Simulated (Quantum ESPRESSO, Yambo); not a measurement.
# PbS (Galena): G0W0 in Yambo against the screening cutoff, part 2 of 2

Aim: move the screening cutoff of a G0W0 run on PbS (Galena) over a wide range.

Yambo 5.3.0; PBE and many-body steps on it, plane waves. Known limits of the many-body steps: not at the basis limit; model gap, bands may invert with spin-orbit coupling; no spin-orbit coupling; coarse k mesh.

So far. Step 2 (3.25 Ha): The gap on the mesh goes from 0.37 eV to 0.52 eV, a correction of +0.16 eV. Step 3 (5.25 Ha): Against the run before, the gap moves by +0.053 eV.

The database entry behind the starting cell differs from later determinations by our own check (about 0.1 % short), so it need not match the best structure at ambient conditions.

## (4) 10.5 Ha

Level of this step: G0W0 on PBE, plane waves, norm-conserving pseudopotentials (Yambo).

gw9.in reads:

```
HF_and_locXC
gw0
dyson
ppa
em1d
rim_cut
RandQpts= 1000000
RandGvec= 1 RL
EXXRLvcs= 76 Ry
VXCRLvcs= 304 Ry
Chimod= "HARTREE"
% BndsRnXp
 1 | 132 |
%
NGsBlkXp= 21 Ry
% LongDrXp
 1 | 1 | 1 |
%
% GbndRnge
 1 | 132 |
%
DysSolver= "n"
ExtendOut
PPAPntXp= 27.21138 eV
% QPkrange
 3 | 3 | 13 | 16 |
 1 | 1 | 13 | 16 |
%
```

On the command line:

```console
> OMP_NUM_THREADS=1 mpirun -n 4 yambo -F gw9.in -J gw9 -C gw9 > gw9.log
```

The log of the run:

```text
 Yambo, version 5.3.0

 [02] CORE Variables Setup
 =========================

  [... cell, symmetries and grids as in the set-up ...]

  [02.05] Energies & Occupations
  ==============================

  [X] === General ===
  [X] Electronic Temperature                        :  0.000000  0.000000 [eV K]
  [X] Bosonic    Temperature                        :  0.000000  0.000000 [eV K]
  [X] Finite Temperature mode                       : no
  [X] El. density                                   :  0.53669E+24 [cm-3]
[...]
QP @ state[ 1 ] b range                          :  13  16
   QP @ state[ 2 ] K range                          :  3  3
   QP @ state[ 2 ] b range                          :  13  16
   GF energies kind                                 : Perdew, Burke & Ernzerhof(X)+Perdew, Burke & Ernzerhof(C)
   GF WF`s kind                                     : Perdew, Burke & Ernzerhof(X)+Perdew, Burke & Ernzerhof(C)
   Xs energies kind                                 : Perdew, Burke & Ernzerhof(X)+Perdew, Burke & Ernzerhof(C)
   Xs WF`s kind                                     : Perdew, Burke & Ernzerhof(X)+Perdew, Burke & Ernzerhof(C)

 [11] Game Over & Game summary
```

Wall time 5.6 min (4 MPI ranks of Arm Neoverse V1, shared host); peak memory 1.6 GiB.

Numbers from this step:

| Item | Value |
| --- | --- |
| G0W0 gap on the points computed | 0.6075 eV |
| starting gap on the mesh | 0.3682 eV |
| k of the valence top | 0, 0, -0.5 |
| k of the conduction bottom | 0, 0, -0.5 |
| least direct G0W0 gap on the computed points | 0.6075 eV |

Against the run before, the gap moves by +0.031 eV.

## (5) 13 Ha

gw10.in, as its differences from gw9.in of step 4:

```diff
@@ -14,3 +14,3 @@
 %
-NGsBlkXp= 21 Ry
+NGsBlkXp= 26 Ry
 % LongDrXp
```

On the command line:

```console
> OMP_NUM_THREADS=1 mpirun -n 4 yambo -F gw10.in -J gw10 -C gw10 > gw10.log
```

The log of the run:

```text
 Yambo, version 5.3.0

 [02] CORE Variables Setup
 =========================

  [... cell, symmetries and grids as in the set-up ...]

  [02.05] Energies & Occupations
  ==============================

  [X] === General ===
  [X] Electronic Temperature                        :  0.000000  0.000000 [eV K]
  [X] Bosonic    Temperature                        :  0.000000  0.000000 [eV K]
  [X] Finite Temperature mode                       : no
  [X] El. density                                   :  0.53669E+24 [cm-3]
[...]
QP @ state[ 1 ] b range                          :  13  16
   QP @ state[ 2 ] K range                          :  3  3
   QP @ state[ 2 ] b range                          :  13  16
   GF energies kind                                 : Perdew, Burke & Ernzerhof(X)+Perdew, Burke & Ernzerhof(C)
   GF WF`s kind                                     : Perdew, Burke & Ernzerhof(X)+Perdew, Burke & Ernzerhof(C)
   Xs energies kind                                 : Perdew, Burke & Ernzerhof(X)+Perdew, Burke & Ernzerhof(C)
   Xs WF`s kind                                     : Perdew, Burke & Ernzerhof(X)+Perdew, Burke & Ernzerhof(C)

 [11] Game Over & Game summary
```

It took 11 min on 4 MPI ranks; peak memory 1.6 GiB; 45 min of CPU time.

This step gave:

| Quantity | Value |
| --- | --- |
| G0W0 gap on the points computed | 0.6084 eV |
| starting gap on the mesh | 0.3682 eV |
| k of the valence top | 0, 0, -0.5 |
| k of the conduction bottom | 0, 0, -0.5 |
| least direct G0W0 gap on the computed points | 0.6084 eV |

Against the run before, the gap moves by +0.001 eV.

## (6) 16.25 Ha

gw11.in, as its differences from gw10.in of step 5:

```diff
@@ -14,3 +14,3 @@
 %
-NGsBlkXp= 26 Ry
+NGsBlkXp= 32.5 Ry
 % LongDrXp
```

On the command line:

```console
> OMP_NUM_THREADS=1 mpirun -n 4 yambo -F gw11.in -J gw11 -C gw11 > gw11.log
```

The log of the run:

```text
 Yambo, version 5.3.0

 [02] CORE Variables Setup
 =========================

  [... cell, symmetries and grids as in the set-up ...]

  [02.05] Energies & Occupations
  ==============================

  [X] === General ===
  [X] Electronic Temperature                        :  0.000000  0.000000 [eV K]
  [X] Bosonic    Temperature                        :  0.000000  0.000000 [eV K]
  [X] Finite Temperature mode                       : no
  [X] El. density                                   :  0.53669E+24 [cm-3]
[...]
QP @ state[ 1 ] b range                          :  13  16
   QP @ state[ 2 ] K range                          :  3  3
   QP @ state[ 2 ] b range                          :  13  16
   GF energies kind                                 : Perdew, Burke & Ernzerhof(X)+Perdew, Burke & Ernzerhof(C)
   GF WF`s kind                                     : Perdew, Burke & Ernzerhof(X)+Perdew, Burke & Ernzerhof(C)
   Xs energies kind                                 : Perdew, Burke & Ernzerhof(X)+Perdew, Burke & Ernzerhof(C)
   Xs WF`s kind                                     : Perdew, Burke & Ernzerhof(X)+Perdew, Burke & Ernzerhof(C)

 [11] Game Over & Game summary
```

It took 21 min on 4 MPI ranks; peak memory 1.8 GiB; 82 min of CPU time.

Numbers from this step:

```
G0W0 gap on the points computed              : 0.6095 eV
starting gap on the mesh                     : 0.3682 eV
k of the valence top                         : 0, 0, -0.5
k of the conduction bottom                   : 0, 0, -0.5
least direct G0W0 gap on the computed points : 0.6095 eV
```

Against the run before, the gap moves by +0.001 eV.

## (7) Side by side

Times are wall times on 4 MPI ranks of Arm Neoverse V1, shared host, good to a factor of about two.

```
     run   mesh  bands  screening cutoff (eV)  DFT gap (eV)  gap on the mesh (eV)  direct (eV)     time
 3.25 Ha  4×4×4    132                   88.4         0.368                 0.524        0.524     62 s
 5.25 Ha  4×4×4    132                  142.9         0.368                 0.577        0.577     80 s
 10.5 Ha  4×4×4    132                  285.7         0.368                 0.608        0.608  5.6 min
   13 Ha  4×4×4    132                  353.7         0.368                 0.608        0.608   11 min
16.25 Ha  4×4×4    132                  442.2         0.368                 0.609        0.609   21 min
```

## (8) Results

* 3.25 Ha: 0.524 eV
* 5.25 Ha: 0.577 eV
* 10.5 Ha: 0.608 eV
* 13 Ha: 0.608 eV
* 16.25 Ha: 0.609 eV
* known limits: not at the basis limit; model gap, bands may invert with spin-orbit coupling; no spin-orbit coupling; coarse k mesh

What this shows: The setting moved: screening cutoff. From 3.25 Ha to 16.25 Ha the gap moves by +0.09 eV, for 20 times the time. It holds to 0.03 eV from 10.5 Ha on. Bands and screening cutoff are coupled, so a series along one setting does not show full convergence. Bands and cutoff are finite, so the gap is not at the basis limit. The miss can reach some tenths of an eV and take either sign; the mesh is an error of its own. In the G0W0 runs levels were corrected at 2 k points alone, so a gap called «on the mesh» is the least over those, and an edge elsewhere would be missed. The 4×4×4 mesh is coarse for this cell, which bears on the long-range parts of exchange and screening. Where an edge is built on 6p states of lead, bismuth or thallium, scalar-relativistic gaps usually stand too wide, by a few tenths to over one eV. With atoms this heavy and so narrow a gap, spin-orbit coupling can invert the bands. These scalar-relativistic gaps are then model values, not to be set against experiment, and a spin-orbit change taken from DFT can't simply be added.

[Paths, hosts, dates, memory and timing lines, banners, echoed tables and standing remarks are left out of the program output.]

[Logs are printed without paths, hosts, clocks, repeated set-up lines and the standing remarks that a program may print on its own settings, such as how far it seeks lower states.]

[Runs of the session that timed out or met a known fault of the program may be left out.]

[Hosts, paths, dates, database ids (printed as entryN), source tags and the programs' standing remarks are cut or masked in the printed files.]
